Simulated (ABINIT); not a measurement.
# MoS2 (R-3m) in ABINIT: a series of runs

The runs below take MoS2 through single point, with LDA.

Everything below comes from runs of ABINIT 10.8.3 (patched build). Logs are shortened: lines on timing, memory, paths and dates and some standing lists are left out, and cuts for length are marked. The log counts tension as positive stress, the text compression.

## Step 1: The crystal as given

Symmetry: R-3m, No. 166, trigonal system. Conventional cell: a = 3.171 Å, b = 3.171 Å, c = 18.345 Å, α = 90.00°, β = 90.00°, γ = 120.00°. Mo (site symmetry -3m) is surrounded by 6 S at 2.39 Å. Around S (site symmetry 3m) lie 3 Mo at 2.39 Å.

Measurements of this composition are mostly on another form, of space group No. 194.

## Step 2: Single point, LDA

The input, run.abi:

```
# Pseudopotentials
pp_dirpath "./"
pseudos "Mo.upf, S.upf"

# Structure
acell 3*1.0 Angstrom
rprim
     1.5855000000     0.9153888518     6.1149966667
    -1.5855000000     0.9153888518     6.1149966667
     0.0000000000    -1.8307777036     6.1149966667
ntypat 2
znucl 42 16
natom 3
typat 1 2 2
xcart
     0.0000000000     0.0000000000     0.0000000000
     0.0000000000     0.0000000000     8.6667517148
     0.0000000000     0.0000000000    26.0002551444

# Plane-wave basis
ecut 35.0

# k points
kptopt 1
ngkpt 8 8 8
nshiftk 1
shiftk 0.0 0.0 0.0

# Exchange and correlation
ixc 7

# Bands and occupations
nband 17
occopt 3
tsmear 0.05 eV

# SCF cycle
nstep 100
tolvrs 1.0e-10

# Output
iomode 3
prtwf 0
prtden 0
prteig 0
prtebands 0
```

Potentials or basis: PseudoDojo NC SR LDA v0.4.1 standard.

The run is started by

```sh
> mpirun --bind-to none -np 4 abinit run.abi > log 2>&1
```

run.abo:

```text
.Version 10.8.3 of ABINIT
 Symmetries : space group R-3 m (#166); Bravais hR (rhombohedral)
================================================================================
 Values of the parameters that define the memory need of the present run
     intxc =       0    ionmov =       0      iscf =       7    lmnmax =       6
     lnmax =       6     mgfft =      72  mpssoang =       3    mqgrid =    3001
     natom =       3  nloc_mem =       1    nspden =       1   nspinor =       1
    nsppol =       1      nsym =      12    n1xccc =    2501    ntypat =       2
    occopt =       3   xclevel =       1
       mpw =        3572          nfft =      373248          nkpt =          65
================================================================================
================================================================================

--------------------------------------------------------------------------------
------------- Echo of variables that govern the present computation ------------
--------------------------------------------------------------------------------
 -outvars: echo values of preprocessed input variables --------
            acell      1.8897261259E+00  1.8897261259E+00  1.8897261259E+00 Bohr
              amu      9.59400000E+01  3.20660000E+01
             ecut      3.50000000E+01 Hartree
                       outvar_i_n : Printing only first  50 k-points.
              ixc           7
                       outvar_i_n : Printing only first  50 k-points.
         kptrlatt        8    0    0      0    8    0      0    0    8
          kptrlen      4.79385724E+01
            natom           3
            nband          17
            ngfft          72      72      72
             nkpt          65
            nstep         100
             nsym          12
           ntypat           2
                       prtocc : prtvol=0, do not print more k-points.
           occopt           3
           prtden           0
        prtebands           0
           prteig           0
            prtwf           0
            rprim      1.5855000000E+00  9.1538885180E-01  6.1149966667E+00
                      -1.5855000000E+00  9.1538885180E-01  6.1149966667E+00
                       0.0000000000E+00 -1.8307777036E+00  6.1149966667E+00
          spgroup         166
           tolvrs      1.00000000E-10
           tsmear      1.83746611E-03 Hartree
            typat      1  2  2
                       outvars : Printing only first  50 k-points.
           xangst      0.0000000000E+00  0.0000000000E+00  0.0000000000E+00
                      -2.1207013255E-17  1.7661541289E-17  4.5862475031E+00
                       1.0967105637E-16  1.1097277566E-16  1.3758742497E+01
            xcart      0.0000000000E+00  0.0000000000E+00  0.0000000000E+00
                      -4.0075447000E-17  3.3375475998E-17  8.6667517266E+00
                       2.0724826049E-16  2.0970815343E-16  2.6000255156E+01
             xred      0.0000000000E+00  0.0000000000E+00  0.0000000000E+00
                       2.5000000017E-01  2.5000000017E-01  2.5000000017E-01
                       7.4999999983E-01  7.4999999983E-01  7.4999999983E-01
            znucl       42.00000   16.00000

================================================================================

 chkinp: Checking input parameters for consistency.

================================================================================
== DATASET  1 ==================================================================

--- !DatasetInfo
iteration_state: {dtset: 1, }
dimensions: {natom: 3, nkpt: 65, mband: 17, nsppol: 1, nspinor: 1, nspden: 1, mpw: 3572, }
cutoff_energies: {ecut:  35.0, pawecutdg:  -1.0, }
electrons: {nelect:   2.60000000E+01, charge:   0.00000000E+00, occopt:   3.00000000E+00, tsmear:   1.83746611E-03, }
meta: {optdriver: 0, ionmov: 0, optcell: 0, iscf: 7, paral_kgb: 0, }
...

 Exchange-correlation functional for the present dataset will be:
  LDA: Perdew-Wang 92 LSD fit to Ceperley-Alder data - ixc=7
  J.P.Perdew and Y.Wang, PRB 45, 13244 (1992)

 Real(R)+Recip(G) space primitive vectors, cartesian coordinates (Bohr,Bohr^-1):
 R(1)=  2.9961608  1.7298342 11.5556690  G(1)=  0.1668802  0.0963483  0.0288459
 R(2)= -2.9961608  1.7298342 11.5556690  G(2)= -0.1668802  0.0963483  0.0288459
 R(3)=  0.0000000 -3.4596685 11.5556690  G(3)=  0.0000000 -0.1926967  0.0288459
 Unit cell volume ucvol=  3.5934859E+02 bohr^3
 Angles (23,13,12)=  2.87642072E+01  2.87642072E+01  2.87642072E+01 degrees

 getcut: wavevector=  0.0000  0.0000  0.0000  ngfft=  72  72  72
         ecut(hartree)=     35.000   => boxcut(ratio)=   2.24228

 getcut : COMMENT -
  Note that boxcut > 2.2 ; recall that boxcut=Gcut(box)/Gcut(sphere) = 2
  is sufficient for exact treatment of convolution.
  Such a large boxcut is a waste : you could raise ecut
  e.g. ecut=   43.993539 Hartrees makes boxcut=2

--- Pseudopotential description ------------------------------------------------
- pspini: atom type   1  psp file is ./Mo.upf
12 -1012 2 -1 1602                            pspcod,pspxc,lmax,lloc,mmax
     nproj     2     2     2

- pspini: atom type   2  psp file is ./S.upf
12 -1012 2 -1 1132                            pspcod,pspxc,lmax,lloc,mmax
     nproj     2     2     2

   8.62314590E+02                                ecore*ucvol(ha*bohr**3)
--------------------------------------------------------------------------------

================================================================================

--- !BeginCycle
iteration_state: {dtset: 1, }
solver: {iscf: 7, nstep: 100, nline: 4, wfoptalg: 0, }
tolerances: {tolvrs: 1.00E-10, }
...

     iter   Etot(hartree)      deltaE(h)  residm     vres2
 ETOT  1  -92.319006097298    -9.232E+01 8.246E-02 7.265E+03
 ETOT  2  -91.157767736586     1.161E+00 1.662E-01 7.078E+04
 ETOT  3  -92.562100778053    -1.404E+00 2.422E-02 5.040E+01
 ETOT  4  -92.563386497005    -1.286E-03 3.142E-03 7.399E+00
 ETOT  5  -92.563584666261    -1.982E-04 9.335E-04 4.942E+00
 ETOT  6  -92.563655214307    -7.055E-05 1.794E-03 9.109E-01
 ETOT  7  -92.563667457337    -1.224E-05 3.903E-04 4.676E-03
 ETOT  8  -92.563667528825    -7.149E-08 6.108E-04 2.452E-05
 ETOT  9  -92.563667529645    -8.197E-10 1.137E-04 8.444E-07
 ETOT 10  -92.563667529654    -9.251E-12 1.646E-04 4.391E-08
 ETOT 11  -92.563667529653     1.222E-12 2.994E-05 7.453E-10
 ETOT 12  -92.563667529651     1.847E-12 4.218E-05 4.615E-11

 At SCF step   12       vres2   =  4.61E-11 < tolvrs=  1.00E-10 =>converged.

 Cartesian components of stress tensor (hartree/bohr^3)
  sigma(1 1)=  4.78642486E-05  sigma(3 2)=  0.00000000E+00
  sigma(2 2)=  4.78642486E-05  sigma(3 1)=  0.00000000E+00
  sigma(3 3)= -9.29573588E-05  sigma(2 1)=  0.00000000E+00

--- !ResultsGS
iteration_state: {dtset: 1, }
comment   : Summary of ground state results
lattice_vectors:
- [  2.9961608,   1.7298342,  11.5556690, ]
- [ -2.9961608,   1.7298342,  11.5556690, ]
- [  0.0000000,  -3.4596685,  11.5556690, ]
lattice_lengths: [  12.06245,   12.06245,   12.06245, ]
lattice_angles: [ 28.764,  28.764,  28.764, ] # degrees, (23, 13, 12)
lattice_volume:   3.5934859E+02
convergence: {deltae:  1.847E-12, res2:  4.615E-11, residm:  4.218E-05, diffor: null, }
etotal    :  -9.25636675E+01
entropy   :   0.00000000E+00
fermie    :   3.13390609E-01
cartesian_stress_tensor: # hartree/bohr^3
- [  4.78642486E-05,   0.00000000E+00,   0.00000000E+00, ]
- [  0.00000000E+00,   4.78642486E-05,   0.00000000E+00, ]
- [  0.00000000E+00,   0.00000000E+00,  -9.29573588E-05, ]
pressure_GPa:  -2.7177E-02
xred      :
- [  0.0000E+00,   0.0000E+00,   0.0000E+00, Mo]
- [  2.5000E-01,   2.5000E-01,   2.5000E-01,  S]
- [  7.5000E-01,   7.5000E-01,   7.5000E-01,  S]
cartesian_forces: # hartree/bohr
- [  3.87469967E-19,   1.15648232E-18,  -0.00000000E+00, ]
- [ -1.05785885E-18,   1.57649378E-18,  -1.11473361E-02, ]
- [  6.70388880E-19,  -2.73297610E-18,   1.11473361E-02, ]
force_length_stats: {min:   1.21966566E-18, max:   1.11473361E-02, mean:   7.43155742E-03, }
...

 Integrated electronic density in atomic spheres:
 ------------------------------------------------
 Atom  Sphere_radius  Integrated_density
    1        2.00000         10.52966044
    2        2.00000          3.93520197
    3        2.00000          3.93520197
================================================================================

 ----iterations are completed or convergence reached----

 Mean square residual over all n,k,spin=   59.180E-09; max=  42.184E-06
 reduced coordinates (array xred) for    3 atoms
       0.000000000000      0.000000000000      0.000000000000
       0.250000000170      0.250000000170      0.250000000170
       0.749999999830      0.749999999830      0.749999999830
 rms dE/dt=  1.0518E-01; max dE/dt=  1.2881E-01; dE/dt below (all hartree)
    1       0.000000000000      0.000000000000      0.000000000000
    2       0.128814926191      0.128814926191      0.128814926191
    3      -0.128814926191     -0.128814926191     -0.128814926191

 cartesian coordinates (angstrom) at end:
    1      0.00000000000000     0.00000000000000     0.00000000000000
    2     -0.00000000000000     0.00000000000000     4.58624750313471
    3      0.00000000000000     0.00000000000000    13.75874249696529

 cartesian forces (hartree/bohr) at end:
    1      0.00000000000000     0.00000000000000    -0.00000000000000
    2     -0.00000000000000     0.00000000000000    -0.01114733613664
    3      0.00000000000000    -0.00000000000000     0.01114733613664
 frms,max,avg= 5.2549046E-03 1.1147336E-02   0.000E+00  0.000E+00  0.000E+00 h/b

 cartesian forces (eV/Angstrom) at end:
    1      0.00000000000000     0.00000000000000    -0.00000000000000
    2     -0.00000000000000     0.00000000000000    -0.57321907138823
    3      0.00000000000000    -0.00000000000000     0.57321907138823
 frms,max,avg= 2.7021806E-01 5.7321907E-01   0.000E+00  0.000E+00  0.000E+00 e/A
 length scales=  1.889726125908  1.889726125908  1.889726125908 bohr
              =  1.000000000000  1.000000000000  1.000000000000 angstroms
 Fermi (or HOMO) energy (hartree) =   0.31339   Average Vxc (hartree)=  -0.41445
 Eigenvalues (hartree) for nkpt=  65  k points:
 kpt#   1, nband= 17, wtk=  0.00195, kpt=  0.0000  0.0000  0.0000 (reduced coord)
  -1.95103   -1.00067   -0.99711   -0.99711   -0.24250   -0.18149    0.05312    0.15912
   0.15912    0.25021    0.26739    0.27540    0.27540    0.30587    0.30587    0.43846
   0.43846
      occupation numbers for kpt#   1
   2.00000    2.00000    2.00000    2.00000    2.00000    2.00000    2.00000    2.00000
   2.00000    2.00000    2.00000    2.00000    2.00000    1.96723    1.96723    0.00000
   0.00000
 prteigrs : prtvol=0 or 1, do not print more k-points.

--- !EnergyTerms
iteration_state     : {dtset: 1, }
comment             : Components of total free energy in Hartree
kinetic             :  3.00737083280580E+01
hartree             :  2.72998564523214E+01
xc                  : -1.66409833069244E+01
Ewald energy        : -5.96419613256128E+01
psp_core            :  2.39966043884521E+00
local_psp           : -8.77280628860161E+01
non_local_psp       :  1.16746491374817E+01
internal            : -9.25631331618470E+01
'-kT*entropy'       : -5.34367803803274E-04
total_energy        : -9.25636675296509E+01
total_energy_eV     : -2.51878570949390E+03
band_energy         : -8.19185065255641E+00
...

 Cartesian components of stress tensor (hartree/bohr^3)
  sigma(1 1)=  4.78642486E-05  sigma(3 2)=  0.00000000E+00
  sigma(2 2)=  4.78642486E-05  sigma(3 1)=  0.00000000E+00
  sigma(3 3)= -9.29573588E-05  sigma(2 1)=  0.00000000E+00

-Cartesian components of stress tensor (GPa)         [Pressure= -2.7177E-02 GPa]
- sigma(1 1)=  1.40821481E+00  sigma(3 2)=  0.00000000E+00
- sigma(2 2)=  1.40821481E+00  sigma(3 1)=  0.00000000E+00
- sigma(3 3)= -2.73489992E+00  sigma(2 1)=  0.00000000E+00

== END DATASET(S) ==============================================================
================================================================================

 -outvars: echo values of variables after computation  --------
            acell      1.8897261259E+00  1.8897261259E+00  1.8897261259E+00 Bohr
           etotal     -9.2563667530E+01
            fcart      3.8746996706E-19  1.1564823173E-18 -0.0000000000E+00
                      -1.0578588473E-18  1.5764937784E-18 -1.1147336137E-02
                       6.7038888026E-19 -2.7329760957E-18  1.1147336137E-02
            rprim      1.5855000000E+00  9.1538885180E-01  6.1149966667E+00
                      -1.5855000000E+00  9.1538885180E-01  6.1149966667E+00
                       0.0000000000E+00 -1.8307777036E+00  6.1149966667E+00
           strten      4.7864248614E-05  4.7864248617E-05 -9.2957358812E-05
                       0.0000000000E+00  0.0000000000E+00  0.0000000000E+00
           xangst      0.0000000000E+00  0.0000000000E+00  0.0000000000E+00
                      -2.1207013255E-17  1.7661541289E-17  4.5862475031E+00
                       1.0967105637E-16  1.1097277566E-16  1.3758742497E+01
             xred      0.0000000000E+00  0.0000000000E+00  0.0000000000E+00
                       2.5000000017E-01  2.5000000017E-01  2.5000000017E-01
                       7.4999999983E-01  7.4999999983E-01  7.4999999983E-01
 Calculation completed.
```

Run time: 2.3 min. Hardware: 4 MPI ranks of Arm Neoverse V1, shared host; peak memory 0.64 GiB.

What came out:

* Free energy: -2518.7857 eV
* Pressure: 0.0 GPa
* Largest force: 0.573 eV/Å
* Band gap on the k mesh: none (metal or under the smearing width)
* Valence electrons inside the program's atomic spheres: Mo 10.53; S 3.94

Forces on the atoms (eV/Å):
```
Mo   0.000  0.000  0.000
S    0.000  0.000 -0.573
S    0.000  0.000  0.573
```

Levels at points of the mesh, in eV from the Fermi level:
| k point | band 9 | band 10 | band 11 | band 12 | band 13 | band 14 | band 15 | band 16 | band 17 |
| --- | --- | --- | --- | --- | --- | --- | --- | --- | --- |
| (0.00, 0.00, 0.00) | -4.20 | -1.72 | -1.25 | -1.03 | -1.03 | -0.20 | -0.20 | 3.40 | 3.40 |
| (0.50, 0.00, 0.00) | -5.29 | -4.33 | -2.80 | -1.92 | -1.57 | 1.05 | 1.96 | 3.42 | 4.12 |
| (0.50, 0.50, 0.00) | -4.65 | -4.26 | -2.83 | -2.24 | -1.78 | 1.05 | 1.74 | 3.88 | 4.74 |
| (0.50, 0.50, 0.50) | -4.18 | -3.91 | -1.02 | -1.02 | -0.31 | -0.31 | -0.02 | 3.52 | 3.52 |

Caveat: the cell's inner coordinates are idealised or old, which leaves forces on the atoms.

## Step 3: Single point, LDA

The input, run.abi:

```
# Pseudopotentials
pp_dirpath "./"
pseudos "Mo.upf, S.upf"

# Structure
acell 3*1.0
rprim
     2.9961607706     1.7298342274    11.5556689531
    -2.9961607706     1.7298342274    11.5556689531
     0.0000000000    -3.4596684549    11.5556689531
ntypat 2
znucl 42 16
natom 3
typat 1 2 2
xred
     0.0000000000     0.0000000000     0.0000000000
     0.2500000000     0.2500000000     0.2500000000
     0.7500000000     0.7500000000     0.7500000000

# Plane-wave basis
ecut 35.0

# k points
kptopt 1
ngkpt 8 8 8
nshiftk 1
shiftk 0.0 0.0 0.0

# Exchange and correlation
ixc 7

# Bands and occupations
nband 17
occopt 3
tsmear 0.00183747

# SCF cycle
nstep 100
tolvrs 1.0e-10

# Output
iomode 3
prtwf 0
prtden 0
prteig 0
prtebands 0
enunit 2
```

Potentials or basis: PseudoDojo NC SR LDA v0.4.1 standard.

The run is started by

```sh
> abinit run.abi > log 2>&1
```

Run time: 8.6 min. Hardware: 1 thread of Arm Neoverse V1, shared host; peak memory 0.2 GiB.

The run converged. Its results:

```
Free energy                                           : -2518.7857 eV
Pressure                                              : 0.0 GPa
Largest force                                         : 0.573 eV/Å
Band gap on the k mesh                                : none (metal or under the smearing width)
Valence electrons inside the program's atomic spheres : Mo 10.53; S 3.94
```

Forces on the atoms (eV/Å):
```
Mo   0.000  0.000  0.000
S    0.000  0.000 -0.573
S    0.000  0.000  0.573
```

Stress tensor (GPa, compression positive):
```
-1.41  0.00  0.00
 0.00 -1.41  0.00
 0.00  0.00  2.73
```

Levels at points of the mesh, in eV from the Fermi level:
```tsv
k point	band 10	band 11	band 12	band 13	band 14	band 15	band 16	band 17
(0.00, 0.00, 0.00)	-1.72	-1.25	-1.03	-1.03	-0.20	-0.20	3.40	3.40
(0.50, 0.00, 0.00)	-4.33	-2.80	-1.92	-1.57	1.05	1.96	3.42	4.12
(0.50, 0.50, 0.00)	-4.26	-2.83	-2.24	-1.78	1.05	1.74	3.88	4.74
(0.50, 0.50, 0.50)	-3.91	-1.02	-1.02	-0.31	-0.31	-0.02	3.52	3.52
```

Caveat: the cell's inner coordinates are idealised or old, which leaves forces on the atoms.
